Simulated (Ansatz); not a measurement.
The system is TiO2.

```
Ti O
1.0
     1.47410   -4.79653    0.00000
     1.47410    4.79653    0.00000
     0.00000    0.00000   10.23522
Ti O
4 8
Direct
  0.86691 0.13309 0.58314
  0.13309 0.86691 0.41686
  0.86691 0.13309 0.91686
  0.13309 0.86691 0.08314
  0.50000 0.50000 0.50000
  0.50000 0.50000 0.00000
  0.93424 0.06577 0.75000
  0.06577 0.93424 0.25000
  0.75440 0.24560 0.10287
  0.24560 0.75440 0.89713
  0.24560 0.75440 0.60287
  0.75440 0.24560 0.39713
```

Measurements of this composition are mostly on another form, of space group No. 141.

| Quantity | Value |
| --- | --- |
| Program | Ansatz 0.2.0 |
| Task | relaxation of cell and atoms |
| Functional | PBE |
| Dispersion | D3(BJ) |
| Potentials or basis | Ansatz PAW |
| Cutoff | 420 eV (not typed: the program's choice for these potentials) |
| k mesh | 9 × 9 × 3 |
| Occupations | fermi-dirac, width 0.05 eV |
| Spin | no spin polarisation |

At the start: volume 12.06 Å³/atom.

Question: How do energy, volume and symmetry change on relaxing?

Answer: It ends after 9 steps and the volume is 11.57 Å³/atom (-4.1 %); space group Cmcm (No. 63, to 0.05 Å).

Step by step:
| step | energy change (eV) | largest force (eV/Å) | volume (Å³) |
| --- | --- | --- | --- |
| 1 | 0.0000 | 0.1906 | 144.74 |
| 2 | -0.0830 | 0.1291 | 140.05 |
| 3 | -0.0928 | 0.0372 | 139.12 |
| 4 | -0.0931 | 0.0168 | 139.14 |
| 5 | -0.0932 | 0.0079 | 139.15 |
| 6 | -0.0748 | 0.0081 | 139.15 |
| 7 | -0.0765 | 0.0145 | 138.81 |
| 8 | -0.0767 | 0.0024 | 138.79 |
| 9 | -0.0753 | 0.0024 | 138.79 |

Final structure:
```xyz
12
Lattice="1.4609 -4.6851 0.0000 1.4609 4.6851 0.0000 0.0000 0.0000 10.1389" Properties=species:S:1:pos:R:3 pbc="T T T"
Ti    1.4609   -3.4361    5.9278
Ti    1.4609    3.4361    4.2111
Ti    1.4609   -3.4361    9.2805
Ti    1.4609    3.4361    0.8583
O     1.4609    0.0000    5.0694
O     1.4609    0.0000    0.0000
O     1.4609   -4.1269    7.6041
O     1.4609    4.1269    2.5347
O     1.4609   -2.4127    1.0626
O     1.4609    2.4127    9.0763
O     1.4609    2.4127    6.1320
O     1.4609   -2.4127    4.0068
```

Caveat: the plane-wave basis is chosen anew once the cell has moved, so the energies of steps on either side of that aren't comparable; the pressure holds a Pulay correction of +0.7 GPa for the finite cutoff.
